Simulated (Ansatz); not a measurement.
## Sb: computed properties

Level of theory: Ansatz, DFT PBEsol, scalar-relativistic, plane waves, PAW.

Settings: cutoff 420 eV, Γ-centred mesh 12×12×12 on the computed 2-atom cell, Gaussian smearing of 0.10 eV; no spin polarisation.

The structure is relaxed at this level of theory with its symmetry kept.

```cif
data_structure
_symmetry_space_group_name_H-M 'P 1'
_symmetry_Int_Tables_number 1
_cell_length_a 4.4519
_cell_length_b 4.4519
_cell_length_c 4.4519
_cell_angle_alpha 58.080
_cell_angle_beta 58.080
_cell_angle_gamma 58.080
_cell_volume 59.64
loop_
_atom_site_label
_atom_site_type_symbol
_atom_site_fract_x
_atom_site_fract_y
_atom_site_fract_z
_atom_site_occupancy
Sb1 Sb 0.23569 0.23569 0.23569 1
Sb2 Sb 0.76431 0.76431 0.76431 1
```

* Space group: R-3m (No. 166)
* Volume per atom: 29.82 Å³
* Formation energy from the elements' standard states (uncorrected): -0.002 eV/atom
* Kohn–Sham band gap: none (metal)
* Density of states at the Fermi level: 0.04 states/eV per cell (so small that it hangs on the mesh: a semimetal, or crossings between mesh points)
* Löwdin character within 0.5 eV of the Fermi level: Sb 5p 83 %, Sb 5s 14 %
* Bulk modulus: 43 GPa
* Its pressure derivative: 6.1
* Bader charges (e): Sb (2 in the cell) 0.00

Spin-orbit coupling is left out, which matters for the bands of heavy elements.